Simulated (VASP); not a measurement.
# C (P6_3/mmc) in VASP: further runs

The runs below take C through density of states, electric field gradients, with PBE.

Everything below comes from runs of VASP 6.6.1. Logs are shortened: lines on timing, memory, paths and dates and some standing lists are left out, and cuts for length are marked.

## (1) Starting point

The structure is hexagonal, space group P6_3/mmc (No. 194). The conventional cell has a = 2.503 Å, b = 2.503 Å, c = 4.169 Å, α = 90.00°, β = 90.00°, γ = 120.00°. C (site symmetry 3m) is surrounded by 4 C at 1.54 to 1.56 Å.

## (2) Density of states, PBE

Input file POSCAR:

```
C
1.0
    2.5033028199      0.0000000000      0.0000000000
   -1.2516514100      2.1679238354      0.0000000000
    0.0000000000      0.0000000000      4.1689688100
C
4
Direct
    0.3333333333      0.6666666667      0.0628053500
    0.6666666667      0.3333333333      0.5628053500
    0.6666666667      0.3333333333      0.9371946500
    0.3333333333      0.6666666667      0.4371946500
```

Input file INCAR.step1:

```
SYSTEM = C
ALGO = Fast ; EDIFF = 1E-7
ENCUT = 520 ; GGA = PE
ISIF = 2 ; ISMEAR = -1
LASPH = .TRUE. ; LCHARG = .TRUE.
LREAL = .FALSE. ; LWAVE = .FALSE.
NBANDS = 16 ; NELM = 100
PREC = Accurate ; SIGMA = 0.01
```

Input file KPOINTS.step1:

```
k-points
0
G
  12 12 7
  0 0 0
```

Input file INCAR.step2:

```
SYSTEM = C
ALGO = Fast ; EDIFF = 1E-7
ENCUT = 520 ; GGA = PE
ICHARG = 11 ; ISIF = 2
ISMEAR = -5 ; LASPH = .TRUE.
LCHARG = .FALSE. ; LORBIT = 11
LREAL = .FALSE. ; LWAVE = .FALSE.
NBANDS = 16 ; NEDOS = 2001
NELM = 100 ; PREC = Accurate
SIGMA = 0.01
```

Input file KPOINTS.step2:

```
k-points
0
G
  18 18 11
  0 0 0
```

Potentials or basis: VASP PAW PBE potentials, release 64 (C).

Launch:

```bash
cat potpaw_PBE.64/C/POTCAR > POTCAR
cp INCAR.step1 INCAR
cp KPOINTS.step1 KPOINTS
mpirun -np 1 vasp_std > vasp.out
cp INCAR.step2 INCAR
cp KPOINTS.step2 KPOINTS
mpirun -np 1 vasp_std > vasp.out
```

OUTCAR:

```text
SYSTEM = C
   EDIFF = 1E-7
   ENCUT = 520
   GGA = PE
   ICHARG = 11
   ISIF = 2
   ISMEAR = -5
   LASPH = .TRUE.
   LORBIT = 11
   LREAL = .FALSE.
   NELM = 100
   PREC = Accurate

 ion  position               nearest neighbor table
   1  0.333  0.667  0.063-   3 1.54   3 1.54   3 1.54   4 1.56
   2  0.667  0.333  0.563-   4 1.54   4 1.54   4 1.54   3 1.56
   3  0.667  0.333  0.937-   1 1.54   1 1.54   1 1.54   2 1.56
   4  0.333  0.667  0.437-   2 1.54   2 1.54   2 1.54   1 1.56

  LATTYP: Found a hexagonal cell.
 ALAT       =     2.5033028199
 C/A-ratio  =     1.6653873342

  Lattice vectors:

 A1 = (   2.5033028199,   0.0000000000,   0.0000000000)
 A2 = (  -1.2516514100,   2.1679238354,   0.0000000000)
 A3 = (   0.0000000000,   0.0000000000,   4.1689688100)

Analysis of symmetry for initial positions (statically):
=====================================================================
 Subroutine PRICEL returns:
 Original cell was already a primitive cell.

 Routine SETGRP: Setting up the symmetry group for a
 hexagonal supercell.

 Subroutine GETGRP returns: Found 24 space group operations
 (whereof 12 operations were pure point group operations)
 out of a pool of 24 trial point group operations.

The static configuration has the point symmetry D_3d.
 The point group associated with its full space group is D_6h.

Analysis of symmetry for dynamics (positions and initial velocities):
=====================================================================
 Subroutine PRICEL returns:
 Original cell was already a primitive cell.

 Routine SETGRP: Setting up the symmetry group for a
 hexagonal supercell.

 Subroutine GETGRP returns: Found 24 space group operations
 (whereof 12 operations were pure point group operations)
 out of a pool of 24 trial point group operations.

The dynamic configuration has the point symmetry D_3d.
 The point group associated with its full space group is D_6h.

 Subroutine INISYM returns: Found 24 space group operations
 (whereof 12 operations are pure point group operations),
 and found     1 'primitive' translations

----------------------------------------------------------------------------------------

                                     Primitive cell

  volume of cell :      22.6249

  direct lattice vectors                    reciprocal lattice vectors
     2.503302820  0.000000000  0.000000000     0.399472246  0.230635409  0.000000000
    -1.251651410  2.167923835  0.000000000     0.000000000  0.461270818  0.000000000
     0.000000000  0.000000000  4.168968810     0.000000000  0.000000000  0.239867470

  length of vectors
     2.503302820  2.503302820  4.168968810     0.461270818  0.461270818  0.239867470

  position of ions in fractional coordinates (direct lattice)
     0.333333333  0.666666667  0.062805350
     0.666666667  0.333333333  0.562805350
     0.666666667  0.333333333  0.937194650
     0.333333333  0.666666667  0.437194650

  ion indices of the primitive-cell ions
   primitive index   ion index
                 1           1
                 2           2
                 3           3
                 4           4

----------------------------------------------------------------------------------------

 KPOINTS: k-points

Automatic generation of k-mesh.
 Grid dimensions read from file:
 generate k-points for:   18   18   11

 Generating k-lattice:

  Cartesian coordinates                     Fractional coordinates (reciprocal lattice)
     0.022192903  0.012813078  0.000000000     0.055555556  0.000000000  0.000000000
     0.000000000  0.025626157  0.000000000     0.000000000  0.055555556  0.000000000
     0.000000000  0.000000000  0.021806134     0.000000000  0.000000000  0.090909091

  Length of vectors
     0.025626157  0.025626157  0.021806134

  Shift w.r.t. Gamma in fractional coordinates (k-lattice)
     0.000000000  0.000000000  0.000000000

 TETIRR: Found   3464 inequivalent tetrahedra from    21384

 Subroutine IBZKPT returns following result:
 ===========================================

 Found    222 irreducible k-points:

 Following reciprocal coordinates:
            Coordinates               Weight
  0.000000  0.000000  0.000000      1.000000
  0.055556 -0.000000  0.000000      6.000000
  0.111111 -0.000000  0.000000      6.000000
  0.166667  0.000000  0.000000      6.000000
  0.222222 -0.000000  0.000000      6.000000
  0.277778 -0.000000  0.000000      6.000000
[... 16 lines left out ...]
  0.333333  0.111111  0.000000     12.000000
  0.388889  0.111111  0.000000     12.000000
 [... further k-points ...]
   k-points           NKPTS =    222   k-points in BZ     NKDIM =    222   number of bands    NBANDS=     16
   number of dos      NEDOS =   2001   number of ions     NIONS =      4
   total plane-waves  NPLWV =  12800
   dimension x,y,z NGX =    20 NGY =   20 NGZ =   32
   dimension x,y,z NGXF=    40 NGYF=   40 NGZF=   64
   ions per type =               4
   NGX,Y,Z   is equivalent  to a cutoff of  13.28, 13.28, 12.76 a.u.
   NGXF,Y,Z  is equivalent  to a cutoff of  26.56, 26.56, 25.52 a.u.
 SYSTEM =  C
   PREC   = accura    normal or accurate (medium, high low for compatibility)
   ISTART =      0    job   : 0-new  1-cont  2-samecut
   ICHARG =     11    charge: 1-file 2-atom 10-const
   ISPIN  =      1    spin polarized calculation?
   LNONCOLLINEAR =      F non collinear calculations
   LSORBIT =      F    spin-orbit coupling
   LASPH  =      T    aspherical Exc in radial PAW
   ENCUT  =  520.0 eV  38.22 Ry    6.18 a.u.   4.65  4.65  7.75*2*pi/ulx,y,z
   NELM   =    100;   NELMIN=  2; NELMDL=  0     # of ELM steps
   EDIFF  = 0.1E-06   stopping-criterion for ELM
   LREAL  =      F    real-space projection
   EDIFFG = 0.1E-05   stopping-criterion for IOM
   NSW    =      0    number of steps for IOM
   IBRION =     -1    ionic relax: 0-MD 1-quasi-New 2-CG
   NFREE  =      0    steps in history (QN), initial steepest desc. (CG)
   ISIF   =      2    stress and relaxation
   ISYM   =      2    0-nonsym 1-usesym 2-fastsym
   POTIM  = 0.5000    time-step for ionic-motion
   TEBEG  =    0.0;   TEEND  =   0.0 temperature during run
   PSTRESS=    0.0 pullay stress
   NELECT =      16.0000    total number of electrons
   NUPDOWN=      -1.0000    fix difference up-down
   EMIN   =  10.00;   EMAX   =-10.00  energy-range for DOS
   EFERMI =   0.00;   METHOD = LEGACY
   ISMEAR =    -5;   SIGMA  =   0.01  broadening in eV -4-tet -1-fermi 0-gaus
   EFERMI_NEDOS =   21; number of points for ismear=-14 and -15
   IALGO  =     68    algorithm
   IMIX   =      4    mixing-type and parameters
     AMIX     =   0.40;   BMIX     =  1.00
     AMIX_MAG =   1.60;   BMIX_MAG =  1.00
  volume/ion in A,a.u.               =       5.66        38.17
  Fermi-wavevector in a.u.,A,eV,Ry     =   1.458544  2.756248 28.944354  2.127350
  Thomas-Fermi vector in A             =   2.575216
   LORBIT       =     11    0 simple, 1 ext, 2 COOP (PROOUT), +10 PAW based schemes
   GGA     = PE    functional components
   LHFCALC =     F    Hartree Fock is set to
   AEXX    =    0.0000 exact exchange contribution
   IVDW    =     0    specifies the selected vdW correction
   LEPSILON=     F    determine dielectric tensor
   LRPA    =     F    only Hartree local field effects (RPA)
 non-spin polarized calculation
 RMM-DIIS sequential band-by-band and
 Fermi weights with tetrahedron method with Bloechl corrections
  energy-cutoff  :      520.00
  volume of cell :       22.62
 maximum number of plane-waves:       624
 NGX is ok and might be reduce to    20

 number of electron      16.0000000 magnetization

 Free energy of the ion-electron system (eV)
  ---------------------------------------------------
  ext. energy  EPLUGINS =         0.00000000
  ---------------------------------------------------
  free energy    TOTEN  =       -36.26924577 eV

  energy without entropy =      -36.26924577  energy(sigma->0) =      -36.26924577

 E-fermi :  10.0759     XC(G=0): -13.2596

 val. band max:       10.0629007935   @ k =   0.0000   0.0000   0.0000
 cond. band min:      13.3603981351   @ k =   0.3333   0.3333   0.0000
 fundamental gap:      3.2974973416
 Fermi energy:        10.0759380634

 k-point     1 :       0.0000    0.0000    0.0000
  band No.  band energies     occupation
      1     -11.7669      2.00000
      2      -6.1835      2.00000
      3      -3.6615      2.00000
      4       6.9753      2.00000
      5       6.9753      2.00000
      6       9.5692      2.00000
[... 8 lines left out ...]
     15      24.2106      0.00000
     16      27.8364      0.00000

 k-point     2 :       0.0556   -0.0000    0.0000
  band No.  band energies     occupation
      1     -11.6900      2.00000
      2      -6.1143      2.00000
      3      -3.5898      2.00000
      4       6.5765      2.00000
      5       6.8100      2.00000
      6       9.4535      2.00000
[... 8 lines left out ...]
     15      24.3010      0.00000
     16      27.7469      0.00000

 k-point     3 :       0.1111   -0.0000    0.0000
  band No.  band energies     occupation
      1     -11.4595      2.00000
      2      -5.9065      2.00000
      3      -3.3762      2.00000
      4       5.5270      2.00000
      5       6.3778      2.00000
      6       8.8331      2.00000
[... 8 lines left out ...]
     15      24.5801      0.00000
     16      26.6937      0.00000
[... 362 lines left out ...]
 k-point    23 :       0.3333    0.1111    0.0000
  band No.  band energies     occupation
      1      -7.8954      2.00000
      2      -2.6751      2.00000
      3      -2.5873      2.00000
      4       0.1167      2.00000
      5       2.1275      2.00000
      6       2.7031      2.00000
[... 8 lines left out ...]
     15      25.6750      0.00000
     16      26.8286      0.00000

 k-point    24 :       0.3889    0.1111    0.0000
  band No.  band energies     occupation
      1      -6.9088      2.00000
      2      -3.8073      2.00000
      3      -1.7548      2.00000
      4       0.6406      2.00000
      5       0.9154      2.00000
      6       2.5451      2.00000
[... 8 lines left out ...]
     15      26.3528      0.00000
     16      28.0603      0.00000

 [... further k-points ...]

------------------------ aborting loop because EDIFF is reached ----------------------------------------

  FORCE on cell =-STRESS in cart. coord.  units (eV):
  Direction    XX          YY          ZZ          XY          YZ          ZX
  --------------------------------------------------------------------------------------
  -------------------------------------------------------------------------------------
  Total        0.7111786      0.7111786      0.6024589     -0.0000000     -0.0000000      0.0000000
  in kB       50.3620275     50.3620275     42.6630581     -0.0000000     -0.0000000      0.0000000
  external PRESSURE =      47.7957044 kB  Pullay stress =       0.0000000 kB

 VOLUME and BASIS-vectors are now :
 -----------------------------------------------------------------------------
  energy-cutoff  :      520.00
  volume of cell :       22.62
      direct lattice vectors                 reciprocal lattice vectors
     2.503302820  0.000000000  0.000000000     0.399472246  0.230635409  0.000000000
    -1.251651410  2.167923835  0.000000000     0.000000000  0.461270818  0.000000000
     0.000000000  0.000000000  4.168968810     0.000000000  0.000000000  0.239867470

 POSITION                                       TOTAL-FORCE (eV/Angst)
 -----------------------------------------------------------------------------------
     -0.00000      1.44528      0.26183        -0.000000      0.000000     -0.006517
      1.25165      0.72264      2.34632         0.000000      0.000000     -0.006517
      1.25165      0.72264      3.90714        -0.000000     -0.000000      0.006517
     -0.00000      1.44528      1.82265         0.000000      0.000000      0.006517
 -----------------------------------------------------------------------------------
    total drift:                               -0.000000      0.000000     -0.000000

  FREE ENERGIE OF THE ION-ELECTRON SYSTEM (eV)
  ---------------------------------------------------
  free  energy   TOTEN  =       -36.2692457744 eV

  energy  without entropy=      -36.2692457744  energy(sigma->0) =      -36.26924577

 total charge

# of ion       s       p       d       tot
------------------------------------------
    1        0.831   1.750   0.000   2.581
    2        0.831   1.750   0.000   2.581
    3        0.831   1.750   0.000   2.581
    4        0.831   1.750   0.000   2.581
--------------------------------------------------
tot          3.325   6.998   0.000  10.323
```

Wall time 27 s (1 thread of Intel Xeon 6975P-C (Granite Rapids), shared host); peak memory 0.18 GiB.

What came out:

* Valence electrons inside the program's atomic spheres: C 2.58

States per cell in windows of 1 eV (zero at the valence-band top; states under -8 eV left out):
| from (eV) | total | C1_p | C2_p | C3_p | C4_p | C1_s | C2_s |
| --- | --- | --- | --- | --- | --- | --- | --- |
| -8.0 | 1.07 | 0.14 | 0.14 | 0.14 | 0.14 | 0.03 | 0.03 |
| -7.0 | 1.29 | 0.19 | 0.19 | 0.19 | 0.19 | 0.02 | 0.02 |
| -6.0 | 1.46 | 0.22 | 0.22 | 0.22 | 0.22 | 0.02 | 0.02 |
| -5.0 | 1.75 | 0.29 | 0.29 | 0.29 | 0.29 | 0.01 | 0.01 |
| -4.0 | 1.25 | 0.21 | 0.21 | 0.21 | 0.21 | 0.01 | 0.01 |
| -3.0 | 0.62 | 0.11 | 0.11 | 0.11 | 0.11 | 0.00 | 0.00 |
| -2.0 | 0.33 | 0.06 | 0.06 | 0.06 | 0.06 | 0.00 | 0.00 |
| -1.0 | 0.10 | 0.02 | 0.02 | 0.02 | 0.02 | 0.00 | 0.00 |
| 0.0 | 0.00 | 0.00 | 0.00 | 0.00 | 0.00 | 0.00 | 0.00 |
| 1.0 | 0.00 | 0.00 | 0.00 | 0.00 | 0.00 | 0.00 | 0.00 |
| 2.0 | 0.00 | 0.00 | 0.00 | 0.00 | 0.00 | 0.00 | 0.00 |
| 3.0 | 0.03 | 0.00 | 0.00 | 0.00 | 0.00 | 0.00 | 0.00 |
| 4.0 | 0.22 | 0.01 | 0.01 | 0.01 | 0.01 | 0.01 | 0.01 |
| 5.0 | 1.15 | 0.10 | 0.10 | 0.10 | 0.10 | 0.04 | 0.04 |
| 6.0 | 1.47 | 0.14 | 0.14 | 0.14 | 0.14 | 0.05 | 0.05 |
| 7.0 | 1.80 | 0.18 | 0.18 | 0.18 | 0.18 | 0.05 | 0.05 |

(Part 1 of 2 ends here.)
